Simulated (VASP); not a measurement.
Write the native input for VASP 6.6.1 that does the following.

```yaml
Task: relaxation of cell and atoms
Functional: optB88-vdW
Potentials_or_basis: VASP PAW PBE potentials, release 64 (Sc_sv, Al)
Cutoff: 600 eV
k_mesh: 8 × 8 × 8
Occupations: fermi-dirac, width 0.05 eV
Spin: no spin polarisation
Further_INCAR_settings: ALGO = Normal; EDIFF = 1e-07; IBRION = 2; EDIFFG = -0.02; NSW = 60; ISIF = 3
```

The structure of ScAl lies in POSCAR:

```
ScAl
1.0
    3.3703489700      0.0000000000      0.0000000000
    0.0000000000      3.3703489700      0.0000000000
    0.0000000000      0.0000000000      3.3703489700
Sc Al
1 1
Direct
    0.5000000000      0.5000000000      0.5000000000
    0.0000000000      0.0000000000      0.0000000000
```

The cell comes from a database or a generator and needn't be the stable form of this composition.

These files were run (other wordings do the same):

INCAR

```
SYSTEM = ScAl
PREC = Accurate
ENCUT = 600
EDIFF = 1E-7
ISMEAR = -1
SIGMA = 0.05
LREAL = .FALSE.
LASPH = .TRUE.
NELM = 60
ALGO = Normal
ISIF = 3
LWAVE = .FALSE.
LCHARG = .FALSE.
GGA = BO
LUSE_VDW = .TRUE.
AGGAC = 0.0
PARAM1 = 0.1833333333
PARAM2 = 0.22
IBRION = 2
NSW = 60
EDIFFG = -0.02
```

KPOINTS

```
regular mesh
0
G
  8 8 8
  0 0 0
```

Potentials or basis: VASP PAW PBE potentials, release 64 (Sc_sv, Al).

Launch:

```bash
$ cat potpaw_PBE.64/Sc_sv/POTCAR potpaw_PBE.64/Al/POTCAR > POTCAR
$ mpirun -np 1 vasp_std > vasp.out
```

It gave:

```
Pressure after relaxing : -0.1 GPa
Band gap on the k mesh  : none (metal or under the smearing width)
```

Caveat: the relaxation stopped at its first step, so nothing moved; the PAW data sets were made with another functional, which shifts forces and pressure a little.

Run time: 38 s on 1 thread of Intel(R) Xeon(R) Platinum 8488C (Sapphire Rapids), with other jobs on the host, peak memory 0.32 GiB.
